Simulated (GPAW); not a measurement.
# MnO2 (P-3m1) in GPAW: settings compared

One crystal, MnO2, is run at these levels: PBEsol, BLYP+D3(BJ), PBE, LDA; tasks: single point, electron localisation function.

Program: GPAW 26.7.0. These are calculated values, not measurements. Logs are shortened: lines on timing, memory, paths and dates and some standing lists are left out, and cuts for length are marked. The log counts tension as positive stress, the text compression.

### 1 The structure

Symmetry: P-3m1, No. 164, trigonal system. The conventional cell has a = 2.857 Å, b = 2.857 Å, c = 4.601 Å, α = 90.00°, β = 90.00°, γ = 120.00°. Around Mn (site symmetry -3m) lie 6 O at 1.90 Å. O (site symmetry 3m) is surrounded by 3 Mn at 1.90 Å.

Measurements of this composition are mostly on another form, of space group No. 136.

### 2 Single point, PBEsol, collinear spin, ferromagnetic start

Contents of run.py:

```python
from ase.dft.bandgap import bandgap
from ase.io import read, write
from ase.units import GPa
from gpaw import GPAW, PW, setup_paths

setup_paths.insert(0, '.')

atoms = read('POSCAR')
atoms.set_initial_magnetic_moments([4.0, 0.0, 0.0])

calc = GPAW(mode=PW(800),
            xc='PBEsol',
            kpts={'size': (11, 11, 6), 'gamma': True},
            occupations={'name': 'methfessel-paxton', 'order': 0, 'width': 0.1},
            nbands=26,
            convergence={'density': 1e-05, 'energy': 1e-05},
            maxiter=150,
            txt='gpaw.txt')
atoms.calc = calc
energy = atoms.get_potential_energy()
forces = atoms.get_forces()
stress = atoms.get_stress()
calc.write('gs.gpw')
write('result.traj', atoms)
print(f'Energy: {energy:.6f} eV')
print('Forces (eV/A):')
print(forces.round(4))
print('Stress (GPa):', (stress / GPa).round(3))
print('Moments:', calc.get_magnetic_moments().round(3))
print('Fermi level:', round(calc.get_fermi_level(), 4), 'eV')
print(f'Gap: {bandgap(calc)[0]:.4f} eV, direct: {bandgap(calc, direct=True)[0]:.4f} eV')
```

Contents of POSCAR:

```
MnO2
1.0
    2.8565781804      0.0000000000      0.0000000000
   -1.4282890902      2.4738692722      0.0000000000
    0.0000000000      0.0000000000      4.6013740589
Mn O
1 2
Direct
    0.0000000000      0.0000000000      0.5000000000
    0.3333333333      0.6666666667      0.7062925700
    0.6666666667      0.3333333333      0.2937074300
```

Potentials or basis: PAW data sets generated in the run's folder for this functional, pw.

Command:

```sh
$ gpaw-setup -f PBEsol Mn O
$ OMP_NUM_THREADS=1 python run.py
```

gpaw.txt:

```text
__  _  _
 | _ |_)|_||  |
 |__||  | ||/\| - 26.7.0

Input parameters:
  mode=PW(ecut=800.0),
  convergence={'density': 1e-05, 'energy': 1e-05},
  kpts=MonkhorstPack(size=(11, 11, 6), gamma=True),
  maxiter=150,
  nbands=26,
  occupations=Occupations(name='methfessel-paxton', order=0, width=0.1),
  xc=XC(name='PBEsol')

Diagonalizing LCAO Hamiltonian
Converting LCAO to pw mode

        O

       Mn
           O

Atoms  # Å, Bohr magnetons
|   | symbol |         x |        y |        z |    initial magnetic moments |
|---|--------|-----------|----------|----------|-----------------------------|
| 0 |     Mn |  0.000000 | 0.000000 | 2.300687 | ( 0.0000,  0.0000,  4.0000) |
| 1 |      O | -0.000000 | 1.649246 | 3.249916 | ( 0.0000,  0.0000,  0.0000) |
| 2 |      O |  1.428289 | 0.824623 | 1.351458 | ( 0.0000,  0.0000,  0.0000) |

Unit cell  # Å
| periodic |         x |        y |        z |  lengths |     angles |
|----------|-----------|----------|----------|----------|------------|
|      yes |  2.856578 | 0.000000 | 0.000000 | 2.856578 |  90.000000 |
|      yes | -1.428289 | 2.473869 | 0.000000 | 2.856578 |  90.000000 |
|      yes |  0.000000 | 0.000000 | 4.601374 | 4.601374 | 120.000000 |

Number of symmetries: 12
Symmetry operations  # r_c * U_cc + t_c -> r_c
|    | kind |            matrix            |
|----|------|------------------------------|
|  0 |  σ   |  1, 1, 0,  0,-1, 0,  0, 0, 1 |
|  1 |  S6  |  1, 1, 0, -1, 0, 0,  0, 0,-1 |
|  2 |  E   |  1, 0, 0,  0, 1, 0,  0, 0, 1 |
|  3 |  C2  |  1, 0, 0, -1,-1, 0,  0, 0,-1 |
|  4 |  C2  |  0, 1, 0,  1, 0, 0,  0, 0,-1 |
|  5 |  C3  |  0, 1, 0, -1,-1, 0,  0, 0, 1 |
|  6 |  S6  |  0,-1, 0,  1, 1, 0,  0, 0,-1 |
|  7 |  σ   |  0,-1, 0, -1, 0, 0,  0, 0, 1 |
|  8 |  σ   | -1, 0, 0,  1, 1, 0,  0, 0, 1 |
|  9 |  i   | -1, 0, 0,  0,-1, 0,  0, 0,-1 |
| 10 |  C3  | -1,-1, 0,  1, 0, 0,  0, 0, 1 |
| 11 |  C2  | -1,-1, 0,  0, 1, 0,  0, 0,-1 |

BZ-sampling:
  Number of BZ points: 726
  Number of IBZ points: 84

  Monkhorst-Pack size: [11, 11, 6]
  Monkhorst-Pack shift: [0.0, 0.0, 0.08333333333333333]

K-points  # in reciprocal-cell coordinates
|     |                                coordinates |     weight |
|-----|--------------------------------------------|------------|
|   0 | (  0.00000000,   0.00000000,   0.00000000) | 0.00137741 |
|   1 | (  0.00000000,   0.00000000,   0.16666667) | 0.00275482 |
|   2 | (  0.00000000,   0.00000000,   0.33333333) | 0.00275482 |
|   3 | (  0.00000000,   0.00000000,   0.50000000) | 0.00137741 |
|   4 | (  0.09090909,   0.00000000,  -0.33333333) | 0.00826446 |
|   5 | (  0.09090909,   0.00000000,  -0.16666667) | 0.00826446 |
|   6 | (  0.09090909,   0.00000000,   0.00000000) | 0.00826446 |
|   7 | (  0.09090909,   0.00000000,   0.16666667) | 0.00826446 |
|   8 | (  0.09090909,   0.00000000,   0.33333333) | 0.00826446 |
|   9 | (  0.09090909,   0.00000000,   0.50000000) | 0.00826446 |
| ... |                                            |            |
|  83 | (  0.45454545,   0.45454545,   0.50000000) | 0.00826446 |

Plane wave coefficients: 1713
Cutoff: 800.0 eV

Spin-components: 2 (collinear spins)
Bands:           26
Projectors:      16
Spin-degeneracy: 1
Datatype:        complex128

Parallelization:
  kpt:    1
  domain: 1
  band:   1

Density:
  Valence electrons: 27.0
  Components: 2
  Grid points: [20 20 32]
  Charge: 0.0  # |e|

Potential:
  Grid points: [20 20 32]

species:
  Mn:
    name:    Manganese
    Z:       25.0
    valence: 15
    core:    10
    charge:  0.0  # [|e|]
    compensation charges:
      type: gauss
      rc: 0.38  # [Å]
      lmax: 2
    cutoffs:
      filter: 2.14  # [Å]
      core: 0.86  # [Å]
    projectors
    | kind |    occ | energy [eV] | rcut [Å] |
    |------|--------|-------------|----------|
    |   3s |  2.000 |     -85.624 |    1.275 |
    |   4s |  2.000 |      -5.124 |    1.275 |
    |   3p |  6.000 |     -54.486 |    1.281 |
    |   4p |  0.000 |      -1.348 |    1.281 |
    |   3d |  5.000 |      -6.794 |    1.138 |
    |    d |        |      20.417 |    1.138 |

    Using partial waves for Mn as LCAO basis

  O:
    name:    Oxygen
    Z:       8.0
    valence: 6
    core:    2
    charge:  0.0  # [|e|]
    compensation charges:
      type: gauss
      rc: 0.21  # [Å]
      lmax: 2
    cutoffs:
      filter: 1.17  # [Å]
      core: 0.83  # [Å]
    projectors
    | kind |    occ | energy [eV] | rcut [Å] |
    |------|--------|-------------|----------|
    |   2s |  2.000 |     -23.808 |    0.688 |
    |   2p |  4.000 |      -8.972 |    0.598 |
    |    s |        |       3.404 |    0.688 |
    |    p |        |      18.239 |    0.598 |
    |    d |        |       0.000 |    0.619 |

    Using partial waves for O as LCAO basis

Reference energy: -35551.246552  # eV

eigensolver:
  PPCG
  Converge bands: occupied
  niter=2

density mixing:
  MSR1-Mixer
  Pratt-step length: 0.05
  Maximum mixing coefficient: 0.75
  Old densities: 10
  SVD Regularization: 0.005
  Good broyden scale: 1.0
  Trust region scale: 1.0
  Backstep threshold: 4.0
  History deletion threshold: 6.0
  Fourier metric: weight=20.0, sigma=0.015

occupation numbers:
  Methfessel-Paxton:
    width: 0.1000  # eV
    order: 0

poisson solver:
  ecut: 6400.0  # eV

xc functional:
  name: PBEsol with 2 nearest neighbor stencil

convergence criteria:
- Maximum integral of absolute [dens]ity change: 1e-05 electrons / valence electron
- Maximum [total energy] change in last 3 cyles: 1e-05 eV / valence electron
- Maximum integral of absolute [eigenst]ate change: 4e-08 eV^2 / valence electron
maximum number of iterations: 150

SCF iterations
|iter     | |      energy | eigst |  dens |  magmom |
|---------|-|-------------|-------|-------|---------|
|iter:   1| |  -28.211835 | +0.28 |       |  +4.0019|
|iter:   2| |  -27.124147 | -2.01 | -0.81 |  +3.9518|
|iter:   3| |  -25.979015 | -1.71 | -0.88 |  +3.6284|
|iter:   4| |  -25.984153 | -2.94 | -1.26 |  +3.4579|
|iter:   5| |  -26.053139 | -2.83 | -1.39 |  +3.1532|
|iter:   6| |  -26.073440 | -3.53 | -1.78 |  +2.9880|
|iter:   7| |  -26.075080 | -4.63 | -2.30 |  +2.9901|
|iter:   8| |  -26.075272 | -5.12 | -2.55 |  +2.9984|
|iter:   9| |  -26.075277c| -6.78 | -3.46 |  +3.0001|
|iter:  10| |  -26.075278c| -7.32 | -3.95 |  +3.0002|
|iter:  11| |  -26.075278c| -8.03c| -4.68 |  +3.0000|
|iter:  12| |  -26.075278c| -8.65c| -5.21c|  +3.0000|

Converged in 12 steps
Energy contributions relative to reference atoms: (reference = -35551.246552)

Energy contributions:
  Kinetic:          19.891679
  Coulomb:         -22.454783
  Zero:              0.542477
  External:          0.000000
  Xc:              -24.054651
  Entropy:          -0.000000
  Spinorbit:         0.000000
  ----------------------------
  Free energy:     -26.075278
  Extrapolated:    -26.075278

dipole moment: (-3.321843, -5.753601, 0.000001)  # |e|*Ang

Total magnetic moment: (0.000000, 0.000000, 2.999998)

Local magnetic moments
|        x |        y |        z |
|----------|----------|----------|
| 0.000000 | 0.000000 | 2.811111 |  # Mn   0
| 0.000000 | 0.000000 | 0.036383 |  # O    1
| 0.000000 | 0.000000 | 0.036383 |  # O    2

Fermi level: 4.396
Eigenvalues  # (at kpt = [0.000, 0.000, 0.000])
| band index |      eig [eV] | occ [0-1] |      eig [eV] | occ [0-1] |
|------------|---------------|-----------|---------------|-----------|
|          0 |       -77.291 |     1.000 |       -74.123 |     1.000 |
|        ... |               |           |               |           |
|          6 |        -2.429 |     1.000 |        -1.586 |     1.000 |
|          7 |        -2.034 |     1.000 |        -1.111 |     1.000 |
|          8 |        -2.034 |     1.000 |        -1.111 |     1.000 |
|          9 |         1.624 |     1.000 |         2.577 |     1.000 |
|         10 |         1.625 |     1.000 |         2.577 |     1.000 |
|         11 |         2.494 |     1.000 |         2.913 |     1.000 |
|         12 |         2.494 |     1.000 |         4.756 |     0.000 |
|         13 |         2.736 |     1.000 |         4.760 |     0.000 |
|         14 |         3.678 |     1.000 |         6.414 |     0.000 |
|         15 |         6.911 |     0.000 |         8.299 |     0.000 |
|         16 |         6.911 |     0.000 |         8.299 |     0.000 |
|         17 |        10.914 |     0.000 |        11.300 |     0.000 |
|         18 |        14.091 |     0.000 |        14.632 |     0.000 |
|         19 |        18.633 |     0.000 |        19.047 |     0.000 |
|         20 |        23.309 |     0.000 |        24.058 |     0.000 |
|        ... |               |           |               |           |
|         25 |        27.417 |     0.000 |        28.338 |     0.000 |

Gap: 0.706 eV
Transition (v -> c):
  (s=0, k=9, n=14, [0.09, 0.00, 0.50]) -> (s=1, k=3, n=12, [0.00, 0.00, 0.50])
Direct/indirect transitions are different
Direct gap: 0.761 eV
Transition at: (s=0->1, k=3, n=14, [0.00, 0.00, 0.50])

Forces  # eV/Ang
|       x |       y |        z |
|---------|---------|----------|
| 0.00000 | 0.00000 |  0.00000 |  # Mn   0
| 0.00000 | 0.00000 |  0.06569 |  # O    1
| 0.00000 | 0.00000 | -0.06569 |  # O    2

Stress tensor  # eV/Ang^3
|         x |         y |         z |
|-----------|-----------|-----------|
| -0.003711 |  0.000000 |  0.000000 |
|  0.000000 | -0.003711 |  0.000000 |
|  0.000000 |  0.000000 | -0.008878 |

# Writing to gs.gpw (mode='')
```

Run time: 2.1 min. Hardware: 1 thread of Arm Neoverse V1, shared host; peak memory 0.31 GiB.

Results:

```yaml
Free_energy: -26.0753 eV
Pressure: 0.9 GPa
Largest_force: 0.066 eV/Å
Band_gap_on_the_k_mesh: 0.71 eV, indirect (least direct gap 0.76 eV)
Net_moment: 3.00 μB per cell
Site_moments: Mn +2.81; O +0.04 μB
```

Forces in eV/Å, atoms in the order of the input:
```
Mn   0.000  0.000  0.000
O    0.000  0.000  0.066
O    0.000  0.000 -0.066
```

Stress tensor (GPa, compression positive):
```
0.59 0.00 0.00
0.00 0.59 0.00
0.00 0.00 1.42
```

Caveat: an odd mesh through Γ misses points on the zone boundary, where band edges often lie; a cell with one magnetic atom can't hold antiferromagnetic order, which such compounds often take.

### 3 Electron localisation function, BLYP+D3(BJ), collinear spin, ferromagnetic start

Contents of run.py:

```python
from ase import Atoms
from ase.calculators.mixing import SumCalculator
from ase.dft.bandgap import bandgap
from ase.io import write
from ase.units import Bohr, GPa
from dftd3.ase import DFTD3
from gpaw import GPAW, PW, setup_paths
from gpaw.elf import elf_from_dft_calculation

setup_paths.insert(0, '.')

atoms = Atoms(['Mn', 'O', 'O'],
              cell=[[2.8565781804, 0.0, 0.0],
                    [-1.4282890902, 2.4738692722, 0.0],
                    [0.0, 0.0, 4.6013740589]],
              scaled_positions=[[0.0, 0.0, 0.5],
                                [0.3333333333, 0.6666666667, 0.70629257],
                                [0.6666666667, 0.3333333333, 0.29370743]],
              pbc=True)
atoms.set_initial_magnetic_moments([4.0, 0.0, 0.0])

calc = GPAW(mode=PW(800),
            xc='BLYP',
            kpts={'size': (11, 11, 6), 'gamma': True},
            occupations={'name': 'methfessel-paxton', 'order': 0, 'width': 0.1},
            nbands=26,
            convergence={'density': 1e-05, 'energy': 1e-05},
            eigensolver='davidson',
            maxiter=150,
            txt='gpaw.txt')
atoms.calc = SumCalculator([calc, DFTD3(method='blyp', damping='d3bj')])
energy = atoms.get_potential_energy()
forces = atoms.get_forces()
stress = atoms.get_stress()
calc.write('gs.gpw')
write('result.traj', atoms)
print(f'Energy: {energy:.6f} eV')
print('Forces (eV/A):')
print(forces.round(4))
print('Stress (GPa):', (stress / GPa).round(3))
print('Moments:', calc.get_magnetic_moments().round(3))
print('Fermi level:', round(calc.get_fermi_level(), 4), 'eV')
print(f'Gap: {bandgap(calc)[0]:.4f} eV, direct: {bandgap(calc, direct=True)[0]:.4f} eV')

# fields on the real-space grid
write('density.cube', atoms, data=calc.get_pseudo_density() * Bohr**3)
write('potential.cube', atoms, data=calc.get_electrostatic_potential())
write('spin.cube', atoms, data=(calc.get_pseudo_density(spin=0) - calc.get_pseudo_density(spin=1)) * Bohr**3)
write('elf.cube', atoms, data=elf_from_dft_calculation(calc).data)
```

Potentials or basis: PAW data sets generated in the run's folder for this functional, pw.

Command:

```sh
$ gpaw-setup -f BLYP Mn O
$ OMP_NUM_THREADS=1 python run.py
```

Run time: 1.7 min. Hardware: 1 thread of Arm Neoverse V1, shared host; peak memory 0.31 GiB.

Results (log left out):

```
Free energy                : -24.4967 eV
Pressure                   : 5.6 GPa
Largest force              : 0.456 eV/Å
Band gap on the k mesh     : 0.73 eV, indirect (least direct gap 0.77 eV)
Net moment                 : 3.00 μB per cell
Site moments               : Mn +2.78; O +0.05 μB
Dispersion energy per atom : -0.278 eV
```

Forces on the atoms (eV/Å):
```
Mn   0.000  0.000  0.000
O    0.000  0.000  0.456
O    0.000  0.000 -0.456
```

Stress tensor (GPa, compression positive):
```
7.26 0.00 0.00
0.00 7.26 0.00
0.00 0.00 2.29
```

Levels at points of the mesh, in eV from the valence-band top:
Spin up:
| k point | band 12 | band 13 | band 14 | band 15 | band 16 | band 17 | band 18 | band 19 |
| --- | --- | --- | --- | --- | --- | --- | --- | --- |
| (0.00, 0.00, 0.00) | -1.50 | -1.50 | -1.27 | -0.37 | 2.97 | 2.97 | 7.25 | 10.60 |
| (0.00, 0.00, 0.50) | -2.38 | -1.55 | -1.55 | -0.04 | 3.02 | 3.02 | 9.29 | 9.64 |
Spin down:
| k point | band 9 | band 10 | band 11 | band 12 | band 13 | band 14 | band 15 | band 16 |
| --- | --- | --- | --- | --- | --- | --- | --- | --- |
| (0.00, 0.00, 0.00) | -5.09 | -1.42 | -1.42 | -1.06 | 0.73 | 0.74 | 2.36 | 4.23 |
| (0.00, 0.00, 0.50) | -4.58 | -2.41 | -1.47 | -1.47 | 0.73 | 0.73 | 2.50 | 4.28 |

Caveat: an odd mesh through Γ misses points on the zone boundary, where band edges often lie; a cell with one magnetic atom can't hold antiferromagnetic order, which such compounds often take.

### 4 Single point, PBE, collinear spin, ferromagnetic start

Contents of run.py:

```python
from ase.dft.bandgap import bandgap
from ase.io import read, write
from ase.units import Bohr, GPa
from gpaw import GPAW, PW
from gpaw.elf import elf_from_dft_calculation

atoms = read('POSCAR')
atoms.set_initial_magnetic_moments([4.0, 0.0, 0.0])

calc = GPAW(mode=PW(800),
            xc='PBE',
            kpts={'size': (11, 11, 6), 'gamma': True},
            occupations={'name': 'methfessel-paxton', 'order': 0, 'width': 0.05},
            nbands=26,
            convergence={'density': 1e-05, 'energy': 1e-05},
            maxiter=150,
            txt='gpaw.txt')
atoms.calc = calc
energy = atoms.get_potential_energy()
forces = atoms.get_forces()
stress = atoms.get_stress()
calc.write('gs.gpw')
write('result.traj', atoms)
print(f'Energy: {energy:.6f} eV')
print('Forces (eV/A):')
print(forces.round(4))
print('Stress (GPa):', (stress / GPa).round(3))
print('Moments:', calc.get_magnetic_moments().round(3))
print('Fermi level:', round(calc.get_fermi_level(), 4), 'eV')
print(f'Gap: {bandgap(calc)[0]:.4f} eV, direct: {bandgap(calc, direct=True)[0]:.4f} eV')

# fields on the real-space grid
write('density.cube', atoms, data=calc.get_pseudo_density() * Bohr**3)
write('potential.cube', atoms, data=calc.get_electrostatic_potential())
write('spin.cube', atoms, data=(calc.get_pseudo_density(spin=0) - calc.get_pseudo_density(spin=1)) * Bohr**3)
write('elf.cube', atoms, data=elf_from_dft_calculation(calc).data)
```

POSCAR is that of step 2.

Potentials or basis: GPAW PAW data sets (gpaw-data 1.2.1), pw.

Command:

```sh
$ OMP_NUM_THREADS=1 python run.py
```

Run time: 2.1 min. Hardware: 1 thread of Arm Neoverse V1, shared host; peak memory 0.31 GiB.

Results (log left out):

* Free energy: -24.8573 eV
* Pressure: 8.1 GPa
* Largest force: 0.467 eV/Å
* Band gap on the k mesh: 0.83 eV, indirect (least direct gap 0.89 eV)
* Net moment: 3.00 μB per cell
* Site moments: Mn +2.81; O +0.04 μB

Forces in eV/Å, atoms in the order of the input:
```
Mn   0.000  0.000  0.000
O    0.000  0.000  0.467
O    0.000  0.000 -0.467
```

Stress tensor (GPa, compression positive):
```
8.91 0.00 0.00
0.00 8.91 0.00
0.00 0.00 6.55
```

Levels at points of the mesh, in eV from the valence-band top:
Spin up:
```csv
k point,band 13,band 14,band 15,band 16,band 17,band 18
"(0.00, 0.00, 0.00)",-1.47,-1.23,-0.37,2.96,2.96,7.07
"(0.00, 0.00, 0.50)",-1.51,-1.51,-0.06,3.01,3.01,9.14
```
Spin down:
| k point | band 10 | band 11 | band 12 | band 13 | band 14 | band 15 |
| --- | --- | --- | --- | --- | --- | --- |
| (0.00, 0.00, 0.00) | -1.41 | -1.41 | -1.06 | 0.84 | 0.85 | 2.48 |
| (0.00, 0.00, 0.50) | -2.39 | -1.46 | -1.46 | 0.83 | 0.84 | 2.61 |

Caveat: an odd mesh through Γ misses points on the zone boundary, where band edges often lie; a cell with one magnetic atom can't hold antiferromagnetic order, which such compounds often take.

[end of part 1 of 2]
